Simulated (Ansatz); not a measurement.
Input, command and steps of an Ansatz relaxation.

```yaml
crystal:
  lattice:
    - [5.1731, 0.0, 0.0]
    - [0.0, 3.3381, 0.0]
    - [0.0, 0.0, 5.6049]
  atoms:
    - { symbol: Si, position: [0.32128, 0.75, 0.0825] }
    - { symbol: Si, position: [0.17872, 0.25, 0.5825] }
    - { symbol: Si, position: [0.82128, 0.75, 0.4175] }
    - { symbol: Si, position: [0.67872, 0.25, 0.9175] }
    - { symbol: Ni, position: [0.00779, 0.25, 0.18752] }
    - { symbol: Ni, position: [0.49221, 0.75, 0.68752] }
    - { symbol: Ni, position: [0.50779, 0.25, 0.31248] }
    - { symbol: Ni, position: [0.99221, 0.75, 0.81248] }
basis:
  ecutwfc: 420
kpoints:
  mp_grid: { grid: [8, 10, 6] }
hamiltonian:
  xc: pbesol
scf:
  occupations: { method: gaussian, width: 0.1 }
output:
  forces: true
  stress: true
  eigenvalues: true
relax:
  adjacent_minimum: "off"
  f_tol: 0.01
  max_steps: 40
```

```bash
ansatz run input.yaml --threads 2 --pin off --max-ram 5120MiB --backend cpu --events-out ev --progress --plain --runs-dir out
```

Method: Ansatz, DFT PBEsol, scalar-relativistic, plane waves, PAW.

Of 3 frames 3 are shown, positions in Å and forces in eV/Å; the SCF threshold varies from step to step. Spin polarisation was left out; whether the Ni atoms would carry moments isn't shown by this run.

```xyz
8
Lattice="5.1731 0.0000 0.0000 0.0000 3.3381 0.0000 0.0000 0.0000 5.6049" Properties=species:S:1:pos:R:3:forces:R:3 pbc="T T T" step=1 free_energy_over_end_meV_per_atom=0.20
Si    1.6620    2.5036    0.4624   -0.0578    0.0000    0.0383
Si    0.9245    0.8345    3.2649    0.0578    0.0000    0.0383
Si    4.2486    2.5036    2.3400   -0.0578    0.0000   -0.0383
Si    3.5111    0.8345    5.1425    0.0578    0.0000   -0.0383
Ni    0.0403    0.8345    1.0510    0.0108    0.0000    0.0390
Ni    2.5463    2.5036    3.8535   -0.0108    0.0000    0.0390
Ni    2.6268    0.8345    1.7514    0.0108    0.0000   -0.0390
Ni    5.1328    2.5036    4.5539   -0.0108    0.0000   -0.0390
8
Lattice="5.1731 0.0000 0.0000 0.0000 3.3381 0.0000 0.0000 0.0000 5.6049" Properties=species:S:1:pos:R:3:forces:R:3 pbc="T T T" step=2 free_energy_over_end_meV_per_atom=0.07
Si    1.6586    2.5036    0.4637   -0.0333    0.0000    0.0266
Si    0.9280    0.8345    3.2661    0.0333    0.0000    0.0266
Si    4.2451    2.5036    2.3388   -0.0333    0.0000   -0.0266
Si    3.5145    0.8345    5.1412    0.0333    0.0000   -0.0266
Ni    0.0399    0.8345    1.0537    0.0113    0.0000    0.0167
Ni    2.5467    2.5036    3.8561   -0.0113    0.0000    0.0167
Ni    2.6264    0.8345    1.7488    0.0113    0.0000   -0.0167
Ni    5.1332    2.5036    4.5512   -0.0113    0.0000   -0.0167
8
Lattice="5.1731 0.0000 0.0000 0.0000 3.3381 0.0000 0.0000 0.0000 5.6049" Properties=species:S:1:pos:R:3:forces:R:3 pbc="T T T" step=3 free_energy_over_end_meV_per_atom=0.00
Si    1.6544    2.5036    0.4664   -0.0017    0.0000    0.0020
Si    0.9321    0.8345    3.2688    0.0017    0.0000    0.0020
Si    4.2410    2.5036    2.3361   -0.0017    0.0000   -0.0020
Si    3.5187    0.8345    5.1385    0.0017    0.0000   -0.0020
Ni    0.0405    0.8345    1.0561    0.0014    0.0000   -0.0025
Ni    2.5461    2.5036    3.8586   -0.0014    0.0000   -0.0025
Ni    2.6270    0.8345    1.7463    0.0014    0.0000    0.0025
Ni    5.1326    2.5036    4.5488   -0.0014    0.0000    0.0025
```

It took 99 s on 2 threads of Intel(R) Xeon(R) Processor @ 2.50GHz (Skylake/Cascade Lake) (shared host), peak memory 0.72 GiB.